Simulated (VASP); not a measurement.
A run of VASP 6.6.1 is set up as follows.

The input INCAR:

```
  PREC = Accurate
  ENCUT = 520
  EDIFF = 1E-6
  ISMEAR = -1
  SIGMA = 0.1
  LREAL = F
  LASPH = T
  NELM = 60
  ALGO = Fast
  ISIF = 2
  LWAVE = F
  LCHARG = F
  GGA = B5
  ALDAX = 1.0
  AGGAX = 1.0
  AGGAC = 1.0
  ALDAC = 0.0
  NBANDS = 11
```

The input KPOINTS:

```
Automatic mesh
0
Gamma
  12 12 12
```

Contents of POSCAR:

```
Hf
1.0
    2.8322096960      0.0000000000      0.0000000000
    0.0000000000      2.8322096960      0.0000000000
    0.0000000000      0.0000000000      2.8322096960
Hf
1
Direct
    0.0000000000      0.0000000000      0.0000000000
```

Potentials or basis: VASP PAW PBE potentials, release 64 (Hf_pv).

Command:

```bash
$ cat potpaw_PBE.64/Hf_pv/POTCAR > POTCAR
$ mpirun -np 1 vasp_std > vasp.out
```

Task: Predict the band gap on the k mesh.

Result: None (metal or under the smearing width).

Task: Predict the pressure.

Result: 11.2 GPa.

Caveat: the PAW data sets were made with another functional, which shifts forces and pressure a little. The run has no spin-orbit coupling, so splittings on Hf are missing.
